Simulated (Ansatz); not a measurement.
# Si24H8O: the cost of one run

Computed with Ansatz 0.2.0 (DFT PBE, scalar-relativistic, plane waves, PAW, unless a step's input says otherwise).

**1. The system as given**

The structure is triclinic, space group P1 (No. 1). The conventional cell has a = 7.681 Å, b = 7.681 Å, c = 24.055 Å, α = 90.00°, β = 90.00°, γ = 120.00°. H (site symmetry 1) is surrounded by 1 Si at 1.50 Å. Si (site symmetry 1) has 1 H at 1.50 Å and 1 O at 1.51 Å as nearest neighbours. Si (site symmetry 1) has 1 H at 1.50 Å as nearest neighbours. Only part of the 33 independent sites is listed.

As a file:

```
CELL_PARAMETERS angstrom
7.68059 0.00000 0.00000
3.84030 6.65159 0.00000
0.00000 0.00000 24.05508
ATOMIC_POSITIONS crystal
H 0.00000 0.00000 0.70900
H 0.00000 0.50000 0.70900
H 0.50000 0.00000 0.70900
H 0.50000 0.50000 0.70900
Si 0.00000 0.00000 0.64664
Si 0.00000 0.50000 0.64664
Si 0.50000 0.00000 0.64664
Si 0.50000 0.50000 0.64664
Si 0.16667 0.16667 0.61406
Si 0.16667 0.66667 0.61406
Si 0.66667 0.16667 0.61406
Si 0.66667 0.66667 0.61406
Si 0.16667 0.16667 0.51629
Si 0.16667 0.66667 0.51629
Si 0.66667 0.16667 0.51629
Si 0.66667 0.66667 0.51629
Si 0.33333 0.33333 0.48371
Si 0.33333 0.83333 0.48371
Si 0.83333 0.33333 0.48371
Si 0.83333 0.83333 0.48371
Si 0.33333 0.33333 0.38594
Si 0.33333 0.83333 0.38594
Si 0.83333 0.33333 0.38594
Si 0.83333 0.83333 0.38594
Si 0.00000 0.00000 0.35336
Si 0.00000 0.50000 0.35336
Si 0.50000 0.00000 0.35336
Si 0.50000 0.50000 0.35336
H 0.00000 0.00000 0.29100
H 0.00000 0.50000 0.29100
H 0.50000 0.00000 0.29100
H 0.50000 0.50000 0.29100
O 0.15229 0.98018 0.60360
```

**2. Relaxing the atoms: Si24H8O slab, no spin**

Input file input.yaml:

```yaml
crystal:
  lattice:
    - [7.6805938572, 0.0, 0.0]
    - [3.8402969286, 6.6515893965, 0.0]
    - [0.0, 0.0, 24.0550759519]
  atoms:
    - { symbol: H, position: [0.0, 0.0, 0.7090011267] }
    - { symbol: H, position: [0.0, 0.5, 0.7090011267] }
    - { symbol: H, position: [0.5, 0.0, 0.7090011267] }
    - { symbol: H, position: [0.5, 0.5, 0.7090011267] }
    - { symbol: Si, position: [0.0, 0.0, 0.6466442252] }
    - { symbol: Si, position: [0.0, 0.5, 0.6466442252] }
    - { symbol: Si, position: [0.5, 0.0, 0.6466442252] }
    - { symbol: Si, position: [0.5, 0.5, 0.6466442252] }
    - { symbol: Si, position: [0.1666666667, 0.1666666667, 0.6140566196] }
    - { symbol: Si, position: [0.1666666667, 0.6666666667, 0.6140566196] }
    - { symbol: Si, position: [0.6666666667, 0.1666666667, 0.6140566196] }
    - { symbol: Si, position: [0.6666666667, 0.6666666667, 0.6140566196] }
    - { symbol: Si, position: [0.1666666667, 0.1666666667, 0.5162938028] }
    - { symbol: Si, position: [0.1666666667, 0.6666666667, 0.5162938028] }
    - { symbol: Si, position: [0.6666666667, 0.1666666667, 0.5162938028] }
    - { symbol: Si, position: [0.6666666667, 0.6666666667, 0.5162938028] }
    - { symbol: Si, position: [0.3333333333, 0.3333333333, 0.4837061972] }
    - { symbol: Si, position: [0.3333333333, 0.8333333333, 0.4837061972] }
    - { symbol: Si, position: [0.8333333333, 0.3333333333, 0.4837061972] }
    - { symbol: Si, position: [0.8333333333, 0.8333333333, 0.4837061972] }
    - { symbol: Si, position: [0.3333333333, 0.3333333333, 0.3859433804] }
    - { symbol: Si, position: [0.3333333333, 0.8333333333, 0.3859433804] }
    - { symbol: Si, position: [0.8333333333, 0.3333333333, 0.3859433804] }
    - { symbol: Si, position: [0.8333333333, 0.8333333333, 0.3859433804] }
    - { symbol: Si, position: [0.0, 0.0, 0.3533557748] }
    - { symbol: Si, position: [0.0, 0.5, 0.3533557748] }
    - { symbol: Si, position: [0.5, 0.0, 0.3533557748] }
    - { symbol: Si, position: [0.5, 0.5, 0.3533557748] }
    - { symbol: H, position: [0.0, 0.0, 0.2909988733] }
    - { symbol: H, position: [0.0, 0.5, 0.2909988733] }
    - { symbol: H, position: [0.5, 0.0, 0.2909988733] }
    - { symbol: H, position: [0.5, 0.5, 0.2909988733] }
    - { symbol: O, position: [0.152286706, -0.0198174023, 0.6036045782] }
scf:
  occupations: { method: gaussian, width: 0.02 }
output:
  forces: true
  stress: false
  write_density: true
  write_potential: true
  elf: true
  volumetric_format: npy
hamiltonian:
  xc: pbe
kpoints:
  mp_grid: { grid: [4, 4, 1] }
relax:
  f_tol: 0.002
  constraints: [{ sites: [20, 21, 22, 23, 24, 25, 26, 27, 28, 29, 30, 31] }]
```

On the command line:

```sh
$ ansatz run input.yaml --threads 4 --pin off --max-ram 10240MiB --backend cpu --events-out ev --progress --plain --runs-dir out
```

What time and memory should one allow on 4 threads of Intel Xeon 6975P-C (Granite Rapids), shared host?

About 3.7 min, with a peak of 2.9 GiB.
